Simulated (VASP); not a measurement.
Set up this calculation in VASP 6.6.1, as the native input.

- Task: relaxation of cell and atoms
- Functional: PBE
- Dispersion: D3(BJ)
- Potentials or basis: VASP PAW PBE potentials, release 64 (Ag, Br)
- Cutoff: 600 eV
- k mesh: 8 × 8 × 8
- Occupations: gaussian, width 0.03 eV
- Spin: no spin polarisation
- Further INCAR settings: ALGO = Normal; EDIFF = 1e-07; IBRION = 2; EDIFFG = -0.005; NSW = 90; ISIF = 3

The structure of AgBr lies in POSCAR:

```
AgBr                                    
1.0
    0.0000000000      2.8642450468      2.8642450468
    2.8642450468      0.0000000000      2.8642450468
    2.8642450468      2.8642450468     -0.0000000000
  Ag              Br            
     1     1
Direct
     1.0000000000000000    1.0000000000000000    0.0000000000000000
     0.5000000000000000    0.5000000000000000    0.5000000000000000
```

These files were run (other wordings do the same):

INCAR

```
SYSTEM = AgBr
PREC = Accurate
ENCUT = 600
EDIFF = 1E-7
ISMEAR = 0
SIGMA = 0.03
LREAL = .False.
LASPH = .True.
NELM = 80
ALGO = Normal
ISIF = 3
LWAVE = .False.
LCHARG = .False.
GGA = PE
IVDW = 12
IBRION = 2
NSW = 90
EDIFFG = -0.005
```

KPOINTS

```
Automatic mesh
0
Gamma
  8 8 8
  0 0 0
```

Potentials or basis: VASP PAW PBE potentials, release 64 (Ag, Br).

Launch:

```sh
$ cat potpaw_PBE.64/Ag/POTCAR potpaw_PBE.64/Br/POTCAR > POTCAR
$ mpirun -np 1 vasp_std > vasp.out
```

It gave:

| Item | Value |
| --- | --- |
| Pressure after relaxing | 0.0 GPa |
| Band gap on the k mesh | 0.67 eV, indirect (least direct gap 2.63 eV) |
| Dispersion energy per atom | -0.368 eV |

Caveat: the relaxation stopped at its first step, so nothing moved.

Run time: 7.6 s on 1 thread of Intel(R) Xeon(R) 6975P-C (Granite Rapids), on a shared host, peak memory 0.19 GiB.
